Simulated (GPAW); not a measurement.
## NiO: energy against volume and a worked fit

Symmetry: Fm-3m, No. 225, cubic system. Conventional cell: a = 4.172 Å, b = 4.172 Å, c = 4.172 Å, α = 90.00°, β = 90.00°, γ = 90.00°. Ni (site symmetry m-3m) is surrounded by 6 O at 2.09 Å. Around O (site symmetry m-3m) lie 6 Ni at 2.09 Å.

The cell was scaled at fixed shape and fractions and run with GPAW, PAW data sets generated for this functional, cutoff 800 eV; AM05, k mesh 8 × 8 × 8 on the cell of 2 atoms, fermi-dirac occupations of 0.05 eV, collinear spin, ferromagnetic start, no spin-orbit coupling. Energies are those that the program minimises, any entropy of the smearing included. For a metal such a mesh isn't converged to the digits shown. The magnetic state is the one that the start led to, which needn't be the lowest.

```csv
V (Å³/atom),energy over the lowest row (meV/atom)
8.5312,5.52
8.7127,0.00
8.8942,0.12
9.0757,5.36
9.2572,15.11
9.4388,?
9.6203,46.04
```

Q: Fit the third-order Birch-Murnaghan form, give V0, B0 and B′, and predict the energy left open.

A: With y = (V0/V)^(2/3), E = E0 + (9 V0 B0/16) [(y - 1)³ B′ + (y - 1)² (6 - 4y)]. Least squares through the rows shown give V0 = 8.7970 Å³/atom, E0 = -0.62 meV, B0 = 231.0 GPa (1 eV/Å³ = 160.218 GPa) and B′ = 4.85, with a largest miss of 0.03 meV. At V = 9.4388 the form with these constants gives 28.81 meV; the run gave 28.83 meV an atom.
